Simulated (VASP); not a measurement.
Set up this calculation in VASP 6.6.1, as the native input.

```yaml
Task: single point
Functional: PBEsol
Potentials_or_basis: VASP PAW PBE potentials, release 64 (Ba_sv, Te)
Cutoff: 520 eV
k_mesh: 8 × 8 × 8
Occupations: gaussian, width 0.02 eV
Spin: no spin polarisation
Dipole_correction: no
Further_INCAR_settings: ALGO = Fast; EDIFF = 1e-07; NBANDS = 15
```

The structure of BaTe lies in POSCAR:

```
BaTe
1.0
    0.0000000000      3.4713974052      3.4713974052
    3.4713974052      0.0000000000      3.4713974052
    3.4713974052      3.4713974052      0.0000000000
Ba Te
1 1
Direct
    0.0000000000      0.0000000000      0.0000000000
    0.5000000000      0.5000000000      0.5000000000
```

The input as run:

INCAR

```
SYSTEM = BaTe
  PREC = Accurate
  ENCUT = 520
  EDIFF = 1E-7
  ISMEAR = 0
  SIGMA = 0.02
  LREAL = .FALSE.
  LASPH = .TRUE.
  NELM = 100
  ALGO = Fast
  ISIF = 2
  LWAVE = .FALSE.
  LCHARG = .FALSE.
  GGA = PS
  NBANDS = 15
```

KPOINTS

```
Automatic mesh
0
G
  8 8 8
  0 0 0
```

Potentials or basis: VASP PAW PBE potentials, release 64 (Ba_sv, Te).

Command:

```console
$ cat potpaw_PBE.64/Ba_sv/POTCAR potpaw_PBE.64/Te/POTCAR > POTCAR
$ mpirun -np 1 vasp_std > vasp.out
```

It gave:

* Pressure: 0.4 GPa
* Band gap on the k mesh: 1.37 eV, indirect (least direct gap 1.76 eV)

Caveat: the PAW data sets were made with another functional, which shifts forces and pressure a little; spin-orbit coupling is left out, which moves the levels of the heavy elements.

Run time: 47 s on 1 thread of Intel(R) Xeon(R) Platinum 8259CL CPU @ 2.50GHz (Skylake/Cascade Lake) (shared host), peak memory 0.25 GiB.
